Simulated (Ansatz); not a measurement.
A plane-wave DFT run in Ansatz 0.2.0 (scalar-relativistic PAW potentials unless the input names others): input and command.

```yaml
crystal:
  lattice:
    - [1.7132924525, 0.9891698586, 2.9115578036]
    - [-1.7132924525, 0.9891698586, 2.9115578036]
    - [0.0, -1.9783397173, 2.9115578036]
  atoms:
    - { symbol: P, position: [0.2340199604, 0.2340199604, 0.2340199604] }
    - { symbol: P, position: [0.7659800396, 0.7659800396, 0.7659800396] }
basis:
  ecutwfc: 420
kpoints:
  mp_grid: { grid: [15, 15, 15] }
hamiltonian:
  xc: pbe
scf:
  occupations: { method: gaussian, width: 0.1 }
  lower_state_search: full
output:
  forces: true
  eigenvalues: true
  stress: true
relax:
  adjacent_minimum: "off"
  f_tol: 0.005
  max_steps: 50
  cell: { stress_tol: 0.05 }
```

```bash
ansatz run input.yaml --threads 1 --pin off --max-ram 2560MiB --backend cpu --events-out ev --progress --plain --runs-dir out
```

Abridged log:
```
the run goes by scf.lower_state_search full: where its kind and settings allow, a search for a lower-energy state can add stability tests and further SCF calculations, which can take many times as long as the SCF (see the manual's entry of the key); standard usually adds fewer, off none
Pseudopotentials: kind: paw
Pseudopotential: P, paw, valence charge 5, recommended cutoff 420 eV (normal)
Functional definition: PBE
Crystal: 2 atoms, lattice volume = 29.606 Å³
Basis set: ecut = 420 eV, 561 PW (Γ), exchange–correlation on 48×48×48 points (8 copies of the dense FFT grid, shifted against one another)
Bands: 9, of which v1, the nominal top of the filled ones, is band 5 counted from 1 (4 counted from 0)
Symmetry: 12 space group operations
Space group: R-3m (ITA 166), of the structure as read, at distance tolerance 3.1e-5 Å
k-points: 344 of 3375
Initial density: superposition of atomic densities (neutral atoms: chi_scale 0, normalization atom), corrected by the library's trained network
Initial wavefunctions: pseudopotential atomic-orbital guess
Functional: x = pbe(κ = 0.804, μ = 0.21951497), c = pbe(β = 0.06672455)
SCF iter   1: F=—  HF=-1511.225168 eV  |F-HF|=—  |Δ(HF+E_count)|=         —  Δρ=3.20e-3  dr2=2.67e-3  ethr=1.77e-3  ⟨swp⟩=6.1  Hψ=26453  notcnv=0
SCF iter   2: F=—  HF=-1511.224577 eV  |F-HF|=—  |Δ(HF+E_count)|=   5.91e-4  Δρ=1.89e-3  dr2=9.58e-4  ethr=2.67e-5  ⟨swp⟩=1.8  Hψ=6584  notcnv=0
SCF iter   3: F=—  HF=-1511.224528 eV  |F-HF|=—  |Δ(HF+E_count)|=   4.88e-5  Δρ=3.95e-4  dr2=6.50e-5  ethr=9.58e-6  ⟨swp⟩=2.0  Hψ=4812  notcnv=0
SCF iter   4: F=—  HF=-1511.224508 eV  |F-HF|=—  |Δ(HF+E_count)|=   2.03e-5  Δρ=1.07e-4  dr2=2.44e-6  ethr=6.50e-7  ⟨swp⟩=2.5  Hψ=4582  notcnv=0
SCF iter   5: F=—  HF=-1511.224507 eV  |F-HF|=—  |Δ(HF+E_count)|=   4.13e-7  Δρ=2.73e-5  dr2=2.87e-7  ethr=2.44e-8  ⟨swp⟩=2.2  Hψ=4673  notcnv=0
SCF iter   6: F=-1511.224507 eV  HF=-1511.224507 eV  |F-HF|=1.55e-8  |Δ(HF+E_count)|=   9.22e-8  Δρ=8.28e-6  dr2=2.38e-8  ethr=1.00e-9  ⟨swp⟩=6.5  Hψ=16686  notcnv=0
SCF 1 converged in 6 iterations: F = -1511.224507 eV  dr2 = 2.38e-8
relax step   1: F+E_penalty+E_count = -1511.22450702 eV  Δ(F+E_penalty+E_count) = +0.000e0 eV  max|allowed force component| = 3.936e-3 eV/Å  Δτ_max = 0.0000 Å  P = +5.190 GPa  Ω = 29.606 Å³  (6 SCF iters, dr2 threshold 1.00e-7 eV, accepted)
Crystal: 2 atoms, lattice volume = 30.638 Å³
Basis set: ecut = 420 eV, 573 PW (Γ), exchange–correlation on 48×48×48 points (8 copies of the dense FFT grid, shifted against one another)
Initial density: handed on by an earlier stage of this run
Initial wavefunctions: those handed on with the density
SCF iter   1: F=—  HF=-1511.248094 eV  |F-HF|=—  |Δ(HF+E_count)|=         —  Δρ=1.99e-3  dr2=8.83e-4  ethr=9.07e-6  ⟨swp⟩=2.0  Hψ=29455  notcnv=0
SCF iter   2: F=—  HF=-1511.248103 eV  |F-HF|=—  |Δ(HF+E_count)|=   9.22e-6  Δρ=9.36e-4  dr2=1.82e-4  ethr=8.83e-6  ⟨swp⟩=1.3  Hψ=3362  notcnv=0
   ...
SCF iter   6: F=-1511.263038 eV  HF=-1511.263038 eV  |F-HF|=2.27e-13  |Δ(HF+E_count)|=  5.91e-12  Δρ=7.24e-9  dr2=8.61e-15  ethr=1.00e-12  ⟨swp⟩=2.7  Hψ=13470  notcnv=0
SCF 8 converged in 6 iterations: F = -1511.263038 eV  dr2 = 8.61e-15
relax step   8: F+E_penalty+E_count = -1511.26303838 eV  Δ(F+E_penalty+E_count) = -1.034e-5 eV  max|allowed force component| = 1.138e-3 eV/Å  Δτ_max = 0.0007 Å  P = +0.000 GPa  Ω = 32.198 Å³  energy of the carried Pulay correction = -7.554e-6 eV  (6 SCF iters, dr2 threshold 3.14e-8 eV, accepted)
SCF iter   1: F=—  HF=-1511.263044 eV  |F-HF|=—  |Δ(HF+E_count)|=         —  Δρ=1.49e-6  dr2=1.41e-10  ethr=2.82e-7  ⟨swp⟩=3.3  Hψ=36737  notcnv=0
SCF iter   2: F=—  HF=-1511.263045 eV  |F-HF|=—  |Δ(HF+E_count)|=   1.48e-6  Δρ=7.09e-7  dr2=4.51e-11  ethr=1.41e-12  ⟨swp⟩=4.3  Hψ=7572  notcnv=0
SCF iter   3: F=-1511.263045 eV  HF=-1511.263045 eV  |F-HF|=5.28e-11  |Δ(HF+E_count)|=  5.32e-11  Δρ=4.62e-7  dr2=1.26e-11  ethr=1.00e-12  ⟨swp⟩=1.1  Hψ=3133  notcnv=0
SCF iter   4: F=-1511.263045 eV  HF=-1511.263045 eV  |F-HF|=4.55e-13  |Δ(HF+E_count)|=  5.59e-11  Δρ=4.98e-8  dr2=4.03e-13  ethr=1.00e-12  ⟨swp⟩=1.2  Hψ=3198  notcnv=0
SCF iter   5: F=-1511.263045 eV  HF=-1511.263045 eV  |F-HF|=4.55e-13  |Δ(HF+E_count)|=  6.82e-13  Δρ=2.68e-8  dr2=1.87e-13  ethr=1.00e-12  ⟨swp⟩=1.1  Hψ=3140  notcnv=0
SCF iter   6: F=-1511.263045 eV  HF=-1511.263045 eV  |F-HF|=9.09e-13  |Δ(HF+E_count)|=  2.27e-13  Δρ=1.12e-8  dr2=2.97e-14  ethr=1.00e-12  ⟨swp⟩=1.1  Hψ=3152  notcnv=0
SCF iter   7: F=-1511.263045 eV  HF=-1511.263045 eV  |F-HF|=9.09e-13  |Δ(HF+E_count)|=  2.27e-13  Δρ=3.31e-9  dr2=2.39e-15  ethr=1.00e-12  ⟨swp⟩=5.2  Hψ=16293  notcnv=0
SCF 9 converged in 7 iterations: F = -1511.263045 eV  dr2 = 2.39e-15
SCF converged after 7 iterations
Free energy (F): -1511.263045 eV
Harris-Foulkes:  -1511.263045 eV  (|F-HF|=9.09e-13)
Internal energy: -1511.261715 eV  (E = F + TS)
E sigma→0 (E₀):  -1511.262380 eV
Entropy (-TS):   -0.001331 eV (-0.665 meV/atom)
Fermi energy:    10.177745 eV
--- Forces (eV/Å), atoms counted from 1 ---
  atom   1  P      0.00000000     0.00000000    -0.00114009
  atom   2  P      0.00000000     0.00000000     0.00114009
--- Stress (GPa, compression-positive) ---
       -0.004307       0.000000       0.000000
        0.000000      -0.004307       0.000000
        0.000000       0.000000       0.010090
  P = ⅓ Tr σ = 0.0005 GPa (0.005 kbar)
--- Relaxed structure (7 steps of the walk, 7 accepted, 2 SCFs on fresh bases) ---
  F+E_penalty+E_count = -1511.26304530 eV   max|allowed force component| = 1.140e-3 eV/Å   (the final SCF, on the basis selected at the relaxed cell)
  cell:  # Å, volume = 32.1981 Å³
    - [1.74085603, 1.00508370, 3.06700470]
    - [-1.74085603, 1.00508370, 3.06700470]
    - [0.0, -2.01016740, 3.06700470]
  atoms:
    - { symbol: P, position: [0.22935765, 0.22935765, 0.22935765] }
    - { symbol: P, position: [0.77064234, 0.77064234, 0.77064234] }
```

Apart from outputs and empty bands, the input differs from a reference run on usual settings in scf.lower_state_search: not typed → "full". The reference, at the same start, ended its own course with a relaxed volume of 16.10 Å³/atom, pressure 0.00 GPa, largest force 0.001 eV/Å, no gap on the mesh. This run converged in 57 SCF iterations over all its steps (reference: 57) with an energy at zero smearing within 0.01 meV/atom of the reference's, a relaxed volume of 16.10 Å³/atom, pressure 0.00 GPa, largest force 0.001 eV/Å, no gap on the mesh.

It took 55 s on 1 thread of Intel(R) Xeon(R) Platinum 8488C (Sapphire Rapids), with other jobs on the host, peak memory 0.54 GiB.